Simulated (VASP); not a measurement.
# GaP in VASP: further runs, part 2 of 2

VASP 6.6.1. The steps go on from the part before.

**3. Single point, PBE+D3(BJ)**

This run uses another cell than the first one, of 21.69 Å³/atom, 0.987 times its volume.

INCAR

```
PREC = Accurate
ENCUT = 520
EDIFF = 1E-7
ISMEAR = 0
SIGMA = 0.15
LREAL = False
LASPH = True
NELM = 100
ALGO = Fast
ISIF = 2
LWAVE = False
LCHARG = True
GGA = PE
IVDW = 12
LELF = True
LVHAR = True
NBANDS = 26
```

KPOINTS

```
regular mesh
0
Gamma
  3 3 4
```

POSCAR

```
GaP
1.0
    4.8055360000     -0.3671650000      0.6333530000
   -0.5000240000      4.5043270000     -0.4125870000
   -0.1206880000      0.2240870000      4.0107990000
Ga P
2 2
Direct
    0.6098084047      0.5277801886      0.1522477846
    0.4970538049      0.0580476705      0.7699334212
   -0.0486419777      0.5992522435      0.5737829864
    0.9070084911      0.9725451374     -0.0643390677
```

Potentials or basis: VASP PAW PBE potentials, release 64 (Ga_d, P).

Run with:

```
> cat potpaw_PBE.64/Ga_d/POTCAR potpaw_PBE.64/P/POTCAR > POTCAR
> mpirun -np 1 vasp_std > vasp.out
```

OUTCAR:

```text
PREC = Accurate
   ENCUT = 520
   EDIFF = 1E-7
   ISMEAR = 0
   LREAL = False
   LASPH = True
   NELM = 100
   ISIF = 2
   GGA = PE
   IVDW = 12
 IVDW          = 12

 ion  position               nearest neighbor table
   1  0.610  0.528  0.152-   4 2.38   3 2.45   2 2.59   3 2.71
   2  0.497  0.058  0.770-   4 2.27   1 2.59   4 2.83
   3  0.951  0.599  0.574-   4 2.23   1 2.45   1 2.71
   4  0.907  0.973  0.936-   3 2.23   2 2.27   1 2.38   2 2.83

  LATTYP: Found a triclinic cell.
 ALAT       =     6.0020332645
 B/A-ratio  =     0.8098888091
 C/A-ratio  =     1.5176533518
 COS(alpha) =     0.0126927751
 COS(beta)  =     0.5904150907
 COS(gamma) =     0.7455201662

  Lattice vectors:

 A1 = (   4.9262240000,  -0.5912520000,  -3.3774460000)
 A2 = (   4.8055360000,  -0.3671650000,   0.6333530000)
 A3 = (   0.7414000000,  -4.9525010000,  -7.6090110000)

Analysis of symmetry for initial positions (statically):
=====================================================================
 Subroutine PRICEL returns:
 Original cell was already a primitive cell.

 Routine SETGRP: Setting up the symmetry group for a
 triclinic supercell.

 Subroutine GETGRP returns: Found  1 space group operations
 (whereof  1 operations were pure point group operations)
 out of a pool of  2 trial point group operations.

The static configuration has the point symmetry C_1 .

Analysis of symmetry for dynamics (positions and initial velocities):
=====================================================================
 Subroutine PRICEL returns:
 Original cell was already a primitive cell.

 Routine SETGRP: Setting up the symmetry group for a
 triclinic supercell.

 Subroutine GETGRP returns: Found  1 space group operations
[... 115 lines left out ...]
   EFERMI =   0.00;   METHOD = LEGACY
   ISMEAR =     0;   SIGMA  =   0.15  broadening in eV -4-tet -1-fermi 0-gaus
   EFERMI_NEDOS =   21; number of points for ismear=-14 and -15
   IALGO  =     68    algorithm
   IMIX   =      4    mixing-type and parameters
     AMIX     =   0.40;   BMIX     =  1.00
     AMIX_MAG =   1.60;   BMIX_MAG =  1.00
  volume/ion in A,a.u.               =      21.69       146.40
  Fermi-wavevector in a.u.,A,eV,Ry     =   1.220965  2.307289 20.282955  1.490755
  Thomas-Fermi vector in A             =   2.356164
   LORBIT       =      0    0 simple, 1 ext, 2 COOP (PROOUT), +10 PAW based schemes
   GGA     = PE    functional components
   LHFCALC =     F    Hartree Fock is set to
   AEXX    =    0.0000 exact exchange contribution
   IVDW    =    12    specifies the selected vdW correction
   LEPSILON=     F    determine dielectric tensor
   LRPA    =     F    only Hartree local field effects (RPA)
 non-spin polarized calculation
 RMM-DIIS sequential band-by-band and
 Gauss-broadening in eV      SIGMA  =   0.15
  energy-cutoff  :      520.00
  volume of cell :       86.78
 maximum number of plane-waves:      2352
   NGX = 19   NGY = 17   NGZ = 15

 number of electron      35.9999987 magnetization

 Free energy of the ion-electron system (eV)
  ---------------------------------------------------
  ext. energy  EPLUGINS =         0.00000000
  ---------------------------------------------------
  free energy    TOTEN  =       -14.90553250 eV

  energy without entropy =      -14.88012174  energy(sigma->0) =      -14.89282712

 E-fermi :   4.4207     XC(G=0):  -9.6921

 val. band max:        4.3845061009   @ k =   0.3333   0.3333   0.5000
 cond. band min:       4.4326779475   @ k =   0.0000   0.3333   0.0000
 fundamental gap:      0.0481718466
 Fermi energy:         4.4206777271

 k-point     1 :       0.0000    0.0000    0.0000
  band No.  band energies     occupation
      1     -10.6114      2.00000
      2     -10.5120      2.00000
      3     -10.4800      2.00000
      4     -10.4407      2.00000
      5     -10.4203      2.00000
      6     -10.3499      2.00000
[... 540 lines left out ...]
     25      12.1089      0.00000
     26      12.9556      0.00000

------------------------ aborting loop because EDIFF is reached ----------------------------------------

 Edisp (eV)   -1.15958

 E8    (eV) :    -0.4877

  FORCE on cell =-STRESS in cart. coord.  units (eV):
  Direction    XX          YY          ZZ          XY          YZ          ZX
  --------------------------------------------------------------------------------------
  -------------------------------------------------------------------------------------
  Total       0.72916    -0.28428    -0.40718    -0.87608    -2.08500     1.36544
  in kB      13.46221    -5.24854    -7.51768   -16.17464   -38.49463    25.20963
  external pressure =        0.23 kB  Pullay stress =        0.00 kB

 VOLUME and BASIS-vectors are now :
 -----------------------------------------------------------------------------
  energy-cutoff  :      520.00
  volume of cell :       86.78
      direct lattice vectors                 reciprocal lattice vectors
     4.805536000 -0.367165000  0.633353000     0.209247455  0.023684029  0.004973167
    -0.500024000  4.504327000 -0.412587000     0.018605198  0.222984229 -0.011898488
    -0.120688000  0.224087000  4.010799000    -0.031128770  0.019198180  0.247317571

 POSITION                                       TOTAL-FORCE (eV/Angst)
 -----------------------------------------------------------------------------------
      2.64818      2.18751      0.77910        -0.731946     -0.203536      0.723991
      2.26666      0.25150      3.37891        -1.683886      0.511081     -0.968030
      4.20290      2.47850      2.65663         0.533082      0.358543      0.201413
      3.75944      4.25731      3.92594         1.882749     -0.666088      0.042626
 -----------------------------------------------------------------------------------
    total drift:                               -0.001044      0.000466      0.000120

  FREE ENERGIE OF THE ION-ELECTRON SYSTEM (eV)
  ---------------------------------------------------
  free  energy   TOTEN  =       -16.0651135151 eV

  energy  without entropy=      -16.0397027602  energy(sigma->0) =      -16.05240814
```

OSZICAR:

```text
N       E                     dE             d eps       ncg     rms          rms(c)
DAV:   1     0.236125574410E+03    0.23613E+03   -0.16661E+04  1002   0.197E+03
DAV:   2     0.129405743544E+02   -0.22319E+03   -0.21556E+03  1070   0.441E+02
DAV:   3    -0.142874901727E+02   -0.27228E+02   -0.26762E+02  1266   0.121E+02
DAV:   4    -0.152099203684E+02   -0.92243E+00   -0.91860E+00  1134   0.226E+01
DAV:   5    -0.152373292245E+02   -0.27409E-01   -0.27386E-01  1398   0.364E+00    0.643E+00
RMM:   6    -0.149290571754E+02    0.30827E+00   -0.44405E-01  1469   0.415E+00    0.371E+00
RMM:   7    -0.149069175213E+02    0.22140E-01   -0.14234E-01  1480   0.165E+00    0.154E+00
RMM:   8    -0.149054038847E+02    0.15136E-02   -0.24754E-02  1631   0.958E-01    0.204E-01
RMM:   9    -0.149054699278E+02   -0.66043E-04   -0.31931E-03  1611   0.402E-01    0.921E-02
RMM:  10    -0.149054944660E+02   -0.24538E-04   -0.61441E-04  1665   0.177E-01    0.369E-02
RMM:  11    -0.149055267383E+02   -0.32272E-04   -0.15401E-04  1616   0.820E-02    0.184E-02
RMM:  12    -0.149055314008E+02   -0.46625E-05   -0.38610E-05  1691   0.377E-02    0.559E-03
RMM:  13    -0.149055322761E+02   -0.87523E-06   -0.74819E-06  1625   0.180E-02    0.176E-03
RMM:  14    -0.149055324655E+02   -0.18942E-06   -0.24892E-06  1459   0.947E-03    0.695E-04
RMM:  15    -0.149055324990E+02   -0.33495E-07   -0.63871E-07  1235   0.510E-03
   1 F= -.16065114E+02 E0= -.16052408E+02  d E =-.254108E-01
```

stdout:

```text
POSCAR found type information on POSCAR GaP
 POSCAR found :  2 types and       4 ions
 scaLAPACK will be used
 LDA part: xc-table for (Slater+PW92), standard interpolation
 POSCAR, INCAR and KPOINTS ok, starting setup
 FFT: planning ... GRIDC
 FFT: planning ... GRID_SOFT
 FFT: planning ... GRID
 WAVECAR not read
 entering main loop
```

Wall time 86 s (1 thread of AMD EPYC 7R43 (Zen 3), shared host); peak memory 0.17 GiB.

What came out:

```
Free energy                : -16.0651 eV
Pressure                   : 0.0 GPa
Largest force              : 2.008 eV/Å
Band gap on the k mesh     : none (metal or under the smearing width)
Dispersion energy per atom : -0.290 eV
```

Forces on the atoms (eV/Å):
```
Ga  -0.732 -0.204  0.724
Ga  -1.684  0.511 -0.968
P    0.533  0.359  0.201
P    1.883 -0.666  0.043
```

Levels at points of the mesh, in eV from the Fermi level:
```
           k point  band 14  band 15  band 16  band 17  band 18  band 19  band 20  band 21  band 22  band 23
(0.00, 0.00, 0.00)    -4.60    -3.48    -3.30    -2.04    -0.85     1.25     1.92     3.24     3.95     4.49
(0.00, 0.00, 0.50)    -4.77    -3.37    -2.94    -1.94    -1.17    -1.01     1.05     2.18     3.45     4.78
```

Caveat: the k mesh is coarse (spacing up to 0.47 Å⁻¹), so the values aren't converged.

**4. Single point, PBE+D3(BJ)**

This run uses another cell than the first one, of 22.16 Å³/atom, 1.008 times its volume.

INCAR

```
SYSTEM = GaP
PREC = Accurate
ENCUT = 520
EDIFF = 1E-6
ISMEAR = 0
SIGMA = 0.15
LREAL = .FALSE.
LASPH = .TRUE.
NELM = 100
ALGO = Fast
ISIF = 2
LWAVE = .FALSE.
LCHARG = .TRUE.
GGA = PE
IVDW = 12
LELF = .TRUE.
LVHAR = .TRUE.
NBANDS = 26
```

KPOINTS

```
regular mesh
0
G
  3 3 4
  0 0 0
```

POSCAR

```
GaP
1.0
    4.8394460000     -0.3697560000      0.6378230000
   -0.5035530000      4.5361120000     -0.4154980000
   -0.1215400000      0.2256680000      4.0391020000
Ga P
2 2
Direct
    0.6426746131      0.5379904793      0.1415119792
    0.4762436912      0.0895375198      0.7802512738
   -0.0490464480      0.6275526515      0.6127393723
    0.9380494690      0.9736149469     -0.1119876307
```

Run with:

```
> cat potpaw_PBE.64/Ga_d/POTCAR potpaw_PBE.64/P/POTCAR > POTCAR
> mpirun -np 1 vasp_std > vasp.out
```

Run time: 76 s. Hardware: 1 thread of AMD EPYC 7R43 (Zen 3), shared host; peak memory 0.17 GiB.

Results (log left out):

| Item | Value |
| --- | --- |
| Free energy | -15.7305 eV |
| Pressure | 5.9 GPa |
| Largest force | 5.169 eV/Å |
| Band gap on the k mesh | none (metal or under the smearing width) |
| Dispersion energy per atom | -0.282 eV |

Forces on the atoms (eV/Å):
```
Ga  -0.678  0.213  1.188
Ga  -0.307  0.075 -0.430
P    1.264 -4.081 -2.909
P   -0.279  3.793  2.152
```

Stress tensor (GPa, compression positive):
```
 0.41 -1.95 -1.65
-1.95 14.28  5.87
-1.65  5.87  3.09
```

Levels at points of the mesh, in eV from the Fermi level:
| k point | band 15 | band 16 | band 17 | band 18 | band 19 | band 20 | band 21 | band 22 |
| --- | --- | --- | --- | --- | --- | --- | --- | --- |
| (0.00, 0.00, 0.00) | -3.27 | -3.10 | -2.42 | -0.64 | 1.24 | 1.98 | 3.00 | 4.23 |
| (0.00, 0.00, 0.50) | -4.02 | -2.78 | -1.82 | -0.79 | -0.53 | 1.60 | 2.33 | 3.67 |

Caveat: the k mesh is coarse (spacing up to 0.47 Å⁻¹), so the values aren't converged.

**5. Summary**

```tsv
cell	gap on the mesh (eV)	pressure (GPa)	largest force (eV/Å)
P1, 21.97 Å³/atom	none	-7.3	1.47
P1, 21.69 Å³/atom	none	0.0	2.01
P1, 22.16 Å³/atom	none	5.9	5.17
```

Alike in all rows: task single point; level PBE+D3(BJ); potentials or basis VASP PAW PBE potentials, release 64 (Ga_d, P); no spin polarisation; k mesh 3 × 3 × 4; cutoff (eV) 520; smearing gaussian 0.15 eV; the mesh is coarse, so values aren't converged.

Caveats: all runs use coarse meshes.

Absolute energies hang on the potentials; compare differences alone.
